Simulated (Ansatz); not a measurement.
## Ca under changes of volume

One of the cells (43.632 Å³/atom); the others are scaled copies at fixed shape and fractional positions:

```
Ca
1.0
     0.00000    2.79420    2.79420
     2.79420    0.00000    2.79420
     2.79420    2.79420    0.00000
Ca
1
Direct
  0.00000 0.00000 0.00000
```

| Item | Value |
| --- | --- |
| Program | Ansatz 0.2.0 |
| Functional | PBEsol |
| Potentials or basis | all-electron LAPW, scalar-relativistic |
| Cutoff | 87 eV (chosen from the basis error) |
| Basis error allowed | 0.0005 eV/atom |
| k mesh | 8 × 8 × 8 |
| Occupations | fermi-dirac, width 0.05 eV |
| Spin | no spin polarisation |

| volume (Å³/atom) | energy over the lowest point (meV/atom) | pressure (GPa) |
| --- | --- | --- |
| 41.014 | 0.00 | -0.2 |
| 41.886 | ? | ? |
| 42.759 | 6.22 | -0.9 |
| 43.632 | 11.89 | -1.2 |
| 44.504 | 19.09 | -1.4 |
| 45.377 | 27.67 | -1.7 |
| 46.250 | 37.50 | -1.9 |

What does the run at 41.886 Å³/atom give?

Energy over the lowest point 2.20 meV/atom; pressure -0.6 GPa.

Worked out: A Birch-Murnaghan fit of order 3 (a polynomial in V^(-2/3)) to the other rows has its minimum at 40.49 Å³/atom, just outside them, with B0 = V·E''(V) = 18.0 GPa and B' = 3.3. It gives 2.19 meV/atom at 41.886 Å³/atom, against the run's 2.20, and -dE/dV = -0.6 GPa, against -0.6.

Energies are extrapolated to zero smearing.
